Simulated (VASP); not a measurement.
Wanted: the native input for a VASP 6.6.1 run.

* Task: relaxation of cell and atoms
* Functional: LDA
* Potentials or basis: VASP PAW LDA potentials, release 64 (Ta_pv, N)
* Cutoff: 600 eV
* k mesh: 7 × 7 × 4
* Occupations: fermi-dirac, width 0.05 eV
* Spin: no spin polarisation
* Target pressure: 5 GPa
* Further INCAR settings: ALGO = Normal; EDIFF = 1e-06; IBRION = 2; EDIFFG = -0.02; NSW = 40; ISIF = 3
* Target pressure: 5 GPa

The structure of TaN lies in POSCAR:

```
TaN
1.0
    2.9217699809      0.0000000000      0.0000000000
   -1.4608849905      2.5303270275      0.0000000000
    0.0000000000      0.0000000000      5.9165150000
Ta N
2 2
Direct
    0.0000000000      0.0000000000      0.5000000000
    0.0000000000      0.0000000000      0.0000000000
    0.3333333333      0.6666666667      0.2500000000
    0.6666666667      0.3333333333      0.7500000000
```

The cell comes from a database or a generator and needn't be the stable form of this composition.

One way to write it, as run:

INCAR

```
PREC     = Accurate       # precision mode
ENCUT    = 600            # plane-wave cutoff, eV
EDIFF    = 1E-6           # SCF threshold, eV
ISMEAR   = -1             # smearing method
SIGMA    = 0.05           # smearing width, eV
LREAL    = False          # projectors in reciprocal space
LASPH    = True           # aspherical terms in the spheres
NELM     = 80             # most SCF steps
ALGO     = Normal         # electronic algorithm
ISIF     = 3              # what is computed and relaxed
LWAVE    = False          # write WAVECAR
LCHARG   = False          # write CHGCAR
IBRION   = 2              # ionic algorithm
NSW      = 40             # ionic steps
EDIFFG   = -0.02          # ionic threshold
PSTRESS  = 50
```

KPOINTS

```
regular mesh
0
Gamma
  7 7 4
```

Potentials or basis: VASP PAW LDA potentials, release 64 (Ta_pv, N).

Command:

```sh
$ cat potpaw_LDA.64/Ta_pv/POTCAR potpaw_LDA.64/N/POTCAR > POTCAR
$ mpirun -np 1 vasp_std > vasp.out
```

Results of the run:

- Relaxed volume: 10.30 Å³/atom
- Relaxed cell: a = 2.860 Å, b = 2.860 Å, c = 5.818 Å, α = 90.00°, β = 90.00°, γ = 120.00°
- Space group after relaxing (to 0.05 Å): P6_3/mmc (No. 194)
- Energy change on relaxing (the enthalpy is what falls): -22.2 meV/atom
- Ionic steps: 7
- Pressure after relaxing: 5.2 GPa
- Band gap on the k mesh: none (metal or under the smearing width)

Caveat: the cell is relaxed towards a set pressure, so the enthalpy falls and the energy may rise.

Wall time 66 s on 1 thread of Intel(R) Xeon(R) Platinum 8488C (Sapphire Rapids) (shared host), peak memory 0.17 GiB.
